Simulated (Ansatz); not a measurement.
CuO:

```xyz
4
Lattice="0.0000 -2.1166 -2.1166 -2.1166 0.0000 -2.1166 2.1166 2.1166 -4.2331" Properties=species:S:1:pos:R:3 pbc="T T T"
Cu    0.0233   -0.0336   -4.1419
Cu    0.0233    2.0829   -6.2584
O    -0.0233    0.0336   -6.4409
O    -0.0233    0.0336   -2.2078
```

The cell comes from a database or a generator and needn't be the stable form of this composition.

Base run:

* Program: Ansatz 0.2.0
* Functional: r2SCAN
* Potentials or basis: Ansatz PAW
* Cutoff: 500 eV (not typed: the program's choice for these potentials)
* k mesh: 10 × 10 × 6
* Occupations: fermi-dirac, width 0.05 eV
* Spin: no spin polarisation

Its results: band gap on the k mesh none (metal or under the smearing width); pressure -2.0 GPa; largest force 1.214 eV/Å.

Q: The run is repeated on the same cell with these changes: functional from r2SCAN to PBE; cutoff from 500 eV (not typed: the program's choice for these potentials) to 250 eV. What comes out?

A: Band gap on the k mesh none (metal or under the smearing width); pressure 3.4 GPa; largest force 1.077 eV/Å.

Caveats: the run has no spin polarisation, though such a crystal can be magnetic; semilocal functionals often make such compounds metallic where correlation or magnetic order opens a gap, which also shifts bond lengths; forces of over 1 eV/Å show positions far from the minimum, so gaps and moduli don't describe the material at rest; the PAW data sets come from PBE, with cores solved anew for the run's functional, which leaves a small shift of forces and pressure (some runs); the pressure holds a Pulay correction of +199.5 GPa for the finite cutoff (some runs); the cutoff lies under the one recommended for these potentials (some runs).
